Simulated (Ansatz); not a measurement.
# CuO, single point

CuO is taken as a measured crystal structure (space group Cc), 4 atoms in the cell. Sizeable forces remain on the atoms, so the positions aren't those of the computed minimum. Source: COD entry 9016057, which need not be the ambient phase.

These are results of DFT, PBE, PAW, plane waves, scalar-relativistic (Ansatz development build ahead of 0.2.0), not measurements.

The input:

```yaml
crystal:
  lattice:
    - [2.34465, -1.7134, 0.0]
    - [2.34465, 1.7134, 0.0]
    - [-0.86055, 0.0, 5.05944]
  atoms:
    - { symbol: Cu, position: [0.0032, 0.4968, 0.0], spin: 1.0 }
    - { symbol: Cu, position: [0.4968, 0.0032, 0.5], spin: 1.0 }
    - { symbol: O, position: [0.5714, 0.4056, 0.2537] }
    - { symbol: O, position: [0.4056, 0.5714, 0.7537] }
magnetization:
  spin_polarized: true
hamiltonian:
  xc: pbe
  pseudopotentials: { kind: paw }
basis:
  ecutwfc: 420
kpoints:
  mp_grid: { grid: [8, 8, 5] }
scf:
  occupations: { method: gaussian, width: 0.03 }
  lower_state_search: "off"
output:
  forces: true
  stress: true
```

The run was started with:
```sh
ansatz run input.yaml --threads 2 --pin off --max-ram 5120MiB --backend cpu --events-out ev --progress --plain --runs-dir out
```

Output (shortened):

```
Pseudopotentials: kind: paw
Pseudopotential: Cu, paw, valence charge 19, recommended cutoff 420 eV (normal), Cu.paw.azcp
Pseudopotential: O, paw, valence charge 6, recommended cutoff 420 eV (normal), O.paw.azcp
Functional definition: PBE
Crystal: 4 atoms, lattice volume = 40.651 Å³
Basis set: ecut = 420 eV, 789 PW (Γ), exchange–correlation on 40×40×72 points (8 copies of the dense FFT grid, shifted against one another)
Bands: 32, of which v1, the nominal top of the filled ones, is band 25 counted from 1 (24 counted from 0)
Symmetry: 2 space group operations
Space group: Cc (ITA 9), of the structure as read, at distance tolerance 3.4e-5 Å
Magnetic group: BNS 9.37 (UNI 44), of the structure as read, at distance tolerance 3.4e-5 Å
k-points: 93 of 320 (time reversal used)
Non-local potential: Cu, projectors of the file, l = 0: 3, l = 1: 2, l = 2: 3, l = 3: 1
Non-local potential: O, projectors of the file, l = 0: 2, l = 1: 2, l = 2: 1
Initial density: superposition of atomic densities (chi_scale 0.1, normalization cell, long waves kept (reshape's long-wave potential 0.00 eV rms))
Starting moments: Σ|m| = 2 μB on 2 of 4 sites
Initial wavefunctions: pseudopotential atomic-orbital guess
Functional: x = pbe(κ = 0.804, μ = 0.2195149727645171), c = pbe(β = 0.06672455060314922)
iter 1 solved again at ethr=5.69e-4 eV; its pass at ethr=3.10e-3 eV (dr2=2.84e-1 eV) is discarded
SCF iter   1: F=—  HF=-14381.728491 eV  |F-HF|=—  |Δ(HF+E_count)|=         —  Δρ=8.41e-2 (↑8.31e-2 ↓8.41e-2)  dr2=2.86e-1  dr2_m=2.33e0  M=0.606 μB ∫|m|=0.653 μB  β_m=0.30  ethr=5.69e-4  ⟨swp⟩=1.0  Hψ=28933  notcnv=0
preconditioner: auto → Kerker (q_TF=auto, 2.824 Å⁻¹)  [metal: Δε(μ)=0.005 eV  Ē_g=13.336 eV  σ=0.030 eV  W_gap=0.09  n_scr=20 (ndim 8)  ℏωp=34.0 eV  f_vac=0.000  D(μ)=2.33/eV (n_scr^D=26)]
spin=Collinear: Kerker preconditioning applied to the charge; magnetization (m = ρ↑ − ρ↓) channel mixes plain (no charge-response kernel on spin).
SCF iter   2: F=—  HF=-14381.968405 eV  |F-HF|=—  |Δ(HF+E_count)|=   2.40e-1  Δρ=6.70e-2 (↑6.70e-2 ↓5.38e-2)  dr2=1.80e-1  dr2_m=1.21e0  M=0.590 μB ∫|m|=0.635 μB  β_m=0.30  ethr=5.69e-4  ⟨swp⟩=2.3  Hψ=8259  notcnv=0
SCF iter   3: F=—  HF=-14382.116624 eV  |F-HF|=—  |Δ(HF+E_count)|=   1.48e-1  Δρ=5.09e-2 (↑5.09e-2 ↓3.98e-2)  dr2=1.09e-1  dr2_m=6.83e-1  M=0.547 μB ∫|m|=0.589 μB  β_m=0.30  ethr=3.61e-4  ⟨swp⟩=2.0  Hψ=8074  notcnv=0  defer=169
SCF iter   4: F=—  HF=-14382.248200 eV  |F-HF|=—  |Δ(HF+E_count)|=   1.32e-1  Δρ=3.56e-2 (↑3.56e-2 ↓2.74e-2)  dr2=2.96e-2  dr2_m=3.68e-1  M=0.525 μB ∫|m|=0.564 μB  β_m=0.30  ethr=2.19e-4  ⟨swp⟩=2.2  Hψ=9582  notcnv=0  defer=275
SCF iter   5: F=—  HF=-14382.262784 eV  |F-HF|=—  |Δ(HF+E_count)|=   1.46e-2  Δρ=2.60e-2 (↑2.60e-2 ↓2.39e-2)  dr2=4.00e-3  dr2_m=2.31e-1  M=0.477 μB ∫|m|=0.513 μB  β_m=0.30  ethr=5.92e-5  ⟨swp⟩=2.1  Hψ=8061  notcnv=0  defer=346
SCF iter   6: F=—  HF=-14382.276504 eV  |F-HF|=—  |Δ(HF+E_count)|=   1.37e-2  Δρ=2.02e-2 (↑1.90e-2 ↓2.02e-2)  dr2=3.46e-4  dr2_m=1.43e-1  M=0.443 μB ∫|m|=0.477 μB  β_m=0.30  ethr=8.01e-6  ⟨swp⟩=2.0  Hψ=10752  notcnv=0  defer=347
SCF iter   7: F=—  HF=-14382.285059 eV  |F-HF|=—  |Δ(HF+E_count)|=   8.55e-3  Δρ=1.69e-2 (↑1.44e-2 ↓1.69e-2)  dr2=1.59e-3  dr2_m=9.11e-2  M=0.410 μB ∫|m|=0.441 μB  β_m=0.30  ethr=6.92e-7  ⟨swp⟩=2.2  Hψ=9606  notcnv=0  defer=347
SCF iter   8: F=—  HF=-14382.290016 eV  |F-HF|=—  |Δ(HF+E_count)|=   4.96e-3  Δρ=1.34e-2 (↑1.19e-2 ↓1.34e-2)  dr2=6.04e-4  dr2_m=5.96e-2  M=0.378 μB ∫|m|=0.408 μB  β_m=0.30  ethr=6.92e-7  ⟨swp⟩=2.0  Hψ=8070  notcnv=0  defer=347
SCF iter   9: F=—  HF=-14382.293826 eV  |F-HF|=—  |Δ(HF+E_count)|=   3.81e-3  Δρ=1.17e-2 (↑9.49e-3 ↓1.17e-2)  dr2=1.51e-3  dr2_m=4.17e-2  M=0.345 μB ∫|m|=0.373 μB  β_m=0.30  ethr=6.92e-7  ⟨swp⟩=2.0  Hψ=8087  notcnv=0  defer=347
Mixer restart at iter 9: flushing history
spin-set hold released at iteration 9 (site moments contracting): the magnetisation degrees of freedom join the quasi-Newton model from the next iteration; the mixer history was flushed
SCF iter  10: F=—  HF=-14382.296335 eV  |F-HF|=—  |Δ(HF+E_count)|=   2.51e-3  Δρ=9.67e-3 (↑8.25e-3 ↓9.67e-3)  dr2=6.94e-4  dr2_m=2.99e-2  M=0.315 μB ∫|m|=0.342 μB  β_m=0.41  ethr=6.92e-7  ⟨swp⟩=1.5  Hψ=6841  notcnv=0  defer=347
SCF iter  11: F=—  HF=-14382.303726 eV  |F-HF|=—  |Δ(HF+E_count)|=   7.39e-3  Δρ=6.21e-3 (↑4.81e-3 ↓6.21e-3)  dr2=9.29e-4  dr2_m=1.12e-2  M=0.173 μB ∫|m|=0.195 μB  β_m=0.82  ethr=6.92e-7  ⟨swp⟩=2.0  Hψ=10040  notcnv=0  defer=347
SCF iter  12: F=—  HF=-14382.312265 eV  |F-HF|=—  |Δ(HF+E_count)|=   8.54e-3  Δρ=3.49e-3 (↑3.08e-3 ↓3.49e-3)  dr2=9.73e-3  dr2_m=3.72e-4  M=0.017 μB ∫|m|=0.026 μB  β_m=0.77  ethr=6.92e-7  ⟨swp⟩=2.6  Hψ=12217  notcnv=0  defer=347
SCF iter  13: F=—  HF=-14382.310604 eV  |F-HF|=—  |Δ(HF+E_count)|=   1.66e-3  Δρ=1.57e-3 (↑1.57e-3 ↓5.87e-4)  dr2=3.67e-4  dr2_m=3.48e-4  M=-0.000 μB ∫|m|=0.007 μB  β_m=0.76  ethr=6.92e-7  ⟨swp⟩=2.2  Hψ=12085  notcnv=0  defer=350
SCF iter  14: F=—  HF=-14382.310418 eV  |F-HF|=—  |Δ(HF+E_count)|=   1.85e-4  Δρ=6.56e-4 (↑5.20e-4 ↓6.56e-4)  dr2=3.65e-5  dr2_m=1.15e-4  M=0.009 μB ∫|m|=0.013 μB  β_m=0.88  ethr=6.92e-7  ⟨swp⟩=2.2  Hψ=10195  notcnv=0  defer=347
SCF iter  15: F=—  HF=-14382.310482 eV  |F-HF|=—  |Δ(HF+E_count)|=   6.40e-5  Δρ=2.72e-4 (↑2.72e-4 ↓8.48e-5)  dr2=2.37e-5  dr2_m=4.43e-6  M=-0.001 μB ∫|m|=0.001 μB  β_m=0.94  ethr=7.31e-8  ⟨swp⟩=2.0  Hψ=8761  notcnv=0  defer=347
SCF iter  16: F=—  HF=-14382.310473 eV  |F-HF|=—  |Δ(HF+E_count)|=   8.98e-6  Δρ=1.02e-4 (↑8.28e-5 ↓1.02e-4)  dr2=5.55e-6  dr2_m=1.47e-6  M=0.001 μB ∫|m|=0.001 μB  β_m=0.91  ethr=4.74e-8  ⟨swp⟩=2.3  Hψ=8238  notcnv=0  defer=347
SCF iter  17: F=—  HF=-14382.310472 eV  |F-HF|=—  |Δ(HF+E_count)|=   8.80e-7  Δρ=6.79e-5 (↑5.84e-5 ↓6.79e-5)  dr2=5.08e-8  dr2_m=1.47e-6  M=0.001 μB ∫|m|=0.001 μB  β_m=0.81  ethr=2.00e-10  ⟨swp⟩=2.8  Hψ=20800  notcnv=0
iter 18 did not close the SCF: its close was put off for a magnetic moment that had not settled (scf_convergence_deferred on its scf_iter line)
SCF iter  18: F=-14382.310473 eV  HF=-14382.310473 eV  |F-HF|=7.85e-9  |Δ(HF+E_count)|=   5.22e-7  Δρ=1.25e-5 (↑7.86e-6 ↓1.25e-5)  dr2=1.42e-8  dr2_m=3.25e-8  M=-0.000 μB ∫|m|=0.000 μB  β_m=0.91  ethr=1.02e-10  ⟨swp⟩=4.0  Hψ=19746  notcnv=0
iter 19 did not close the SCF: its close was put off for a magnetic moment that had not settled (scf_convergence_deferred on its scf_iter line)
SCF iter  19: F=-14382.310473 eV  HF=-14382.310473 eV  |F-HF|=5.86e-10  |Δ(HF+E_count)|=   1.65e-8  Δρ=3.54e-6 (↑2.24e-6 ↓3.54e-6)  dr2=1.78e-9  dr2_m=2.71e-9  M=-0.000 μB ∫|m|=0.000 μB  β_m=0.95  ethr=2.84e-11  ⟨swp⟩=1.7  Hψ=16873  notcnv=0
SCF iter  20: F=-14382.310473 eV  HF=-14382.310473 eV  |F-HF|=4.55e-11  |Δ(HF+E_count)|=   1.11e-9  Δρ=4.24e-7 (↑4.24e-7 ↓3.33e-7)  dr2=1.24e-10  dr2_m=2.66e-11  M=-0.000 μB ∫|m|=0.000 μB  ethr=3.57e-12  ⟨swp⟩=1.1  Hψ=15173  notcnv=0
WARN: the starting moments were not kept: the SCF closed with an absolute magnetisation of 4.5e-6 μB, where they sum to 2 μB in size (2 sites). That is at most 0.1 of that sum. Measured as dr2_m measures the in/out step, that magnetisation stands 1.9e-11 eV from none, at or under the dr2_threshold of 1.0e-7 eV: it is no larger than a step whose dr2_m would equal this threshold. The system may hold no moment; this SCF shows only that its start led to no more than that. [...]
SCF 1 converged in 20 iterations: F = -14382.310473 eV  dr2 = 1.24e-10
  greatest PAW one-centre occupation: 1.000 electrons in one spin orbital (limit 2), on the Cu atom at site 1 (counted from 0), in its partial waves of l = 0
SCF converged after 20 iterations
Magnetization: -0.0000 μB (25.0000 up, 25.0000 down)
Absolute magnetization: 0.0000 μB (∫|ρ↑−ρ↓|, with the PAW one-centre terms)
Spin contamination: 0.0000 ħ² per cell (⟨S²⟩ above its minimum at these occupations)
Per-site moments (μB) at R_I (Å): [(-1.5891e-6, 0.7868), (-1.5891e-6, 0.7868), (-3.8836e-7, 0.7868), (-3.8836e-7, 0.7868)]
Free energy (F): -14382.310473 eV
Harris-Foulkes:  -14382.310473 eV  (|F-HF|=4.55e-11)
Internal energy: -14382.309954 eV  (E = F + TS)
E sigma→0 (E₀):  -14382.310214 eV
Entropy (-TS):   -0.000518 eV (-0.130 meV/atom)
Fermi energy:    12.180250 eV
--- Per-component energies (eV) ---
  E_band       = -856.522743
  E_kinetic    = 943.115278
  E_local      = -9675.909018  (includes V_loc(G=0)·N_el)
  E_nonlocal   = 879.225696
  E_hartree    = 4191.825317
  E_xc         = -323.897806
  E_vxc        = -415.801645  (∫ρ·V_xc dr)
  E_paw        = -3639.839112  (= ΣΔE_a)
  E_vpaw       = -970.809143  (= ΣTr[D̂ρ^β])
  E_aug_tail   = 0.005470  (compensation charges beyond the density's cutoff)
  E_ewald      = -6756.835779
  E_smearing   = -0.000518  (= −TS)
  E_closure    = -0.000000  (closes the sum)
  Σ components = -14382.310473   (vs F -14382.310473, Δ=0.00e0)
--- Forces (eV/Å), atoms counted from 1 ---
  atom   1  Cu    -0.62321484     0.34998883     0.24066250
  atom   2  Cu    -0.62321484    -0.34998883     0.24066250
  atom   3  O      0.62321494     0.30705095    -0.24066228
  atom   4  O      0.62321494    -0.30705095    -0.24066228
  max |Σ_I F_I| component: 4.38e-7 eV/Å
--- Stress (GPa, compression-positive) ---
        5.518804      -0.000000      -1.678533
       -0.000000       6.789940       0.000000
       -1.678535       0.000000       4.815304
  P = ⅓ Tr σ = 5.7080 GPa (57.080 kbar)
```

A semilocal functional without U tends to delocalise d and f electrons, and can give a metal where the real compound is an insulator. The program warns that the starting moments weren't kept.

The run took 26 s on 2 threads of Arm Neoverse V1, on a shared host, peak memory 0.41 GiB.
